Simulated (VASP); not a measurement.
A run of VASP 6.6.1:

INCAR

```
PREC = Accurate
ENCUT = 520
EDIFF = 1E-6
ISMEAR = -1
SIGMA = 0.05
LREAL = Auto
LASPH = True
NELM = 80
ALGO = Normal
ISIF = 2
LWAVE = False
LCHARG = True
GGA = PE
IVDW = 12
LELF = True
LVHAR = True
NBANDS = 56
```

KPOINTS

```
Automatic mesh
0
Gamma
  1 1 1
```

Contents of POSCAR:

```
LiH17O9
1.0
    6.3462950000      0.0000000000      0.0000000000
    0.0000000000      6.3462950000      0.0000000000
    0.0000000000      0.0000000000      6.3462950000
O H Li
9 17 1
Direct
    0.6919470337      0.5830961214      0.9638537131
    0.3086840432      0.6745037853      0.2287318821
    0.2873172457      0.0695996641      0.4040782850
   -0.0721996062      0.2300712463      0.7562365128
    0.1189670509      0.8217077838      0.7621139578
    0.7315764552      0.8192338995      0.3888095338
    0.5735630001      0.9838653892      0.8750932631
    0.0529127625      0.3204862049      0.1540899060
    0.6618192189      0.2448987953      0.3602731988
    0.6476377162      0.7170482935      0.9135566500
    0.6533733462      0.4705265040      0.8696255059
    0.2525252923      0.8017591366      0.2970709682
    0.1873691658      0.5938425491      0.2175284950
    0.4440386084      0.1263099178      0.4029280076
    0.2372565410      0.1093078718      0.5416546190
    0.0083198149      0.1051637215      0.7439931488
   -0.0225013177      0.2828264365      0.9034562686
    0.0196492599      0.7032764786      0.7778396687
    0.1978949923      0.8372601652      0.8937655750
    0.8743841879      0.8302324427      0.4438810361
    0.6852186985      0.9663906263      0.3646379502
    0.5949297976      1.0060673196      1.0405914002
    0.6900088950      1.0760766715      0.8139552290
   -0.0923846118      0.2979848872      0.2139200904
    0.1386635825      0.2273294891      0.2479084253
    0.7591043278      0.2848433614      0.4842825617
    0.6037853582      0.5905492890      0.2720800089
```

Potentials or basis: VASP PAW PBE potentials, release 64 (O, H, Li_sv).

Run with:

```console
$ cat potpaw_PBE.64/O/POTCAR potpaw_PBE.64/H/POTCAR potpaw_PBE.64/Li_sv/POTCAR > POTCAR
$ mpirun -np 1 vasp_gam > vasp.out
```

Hardware: 1 thread of Intel(R) Xeon(R) Platinum 8175M CPU @ 2.50GHz (Skylake/Cascade Lake) (shared host).

Task: Estimate the wall time of this run.

Result: Run time: 50 s on 1 thread of Intel(R) Xeon(R) Platinum 8175M CPU @ 2.50GHz (Skylake/Cascade Lake) (shared host), peak memory 0.3 GiB. Counts: scf iterations 15, k points 1.
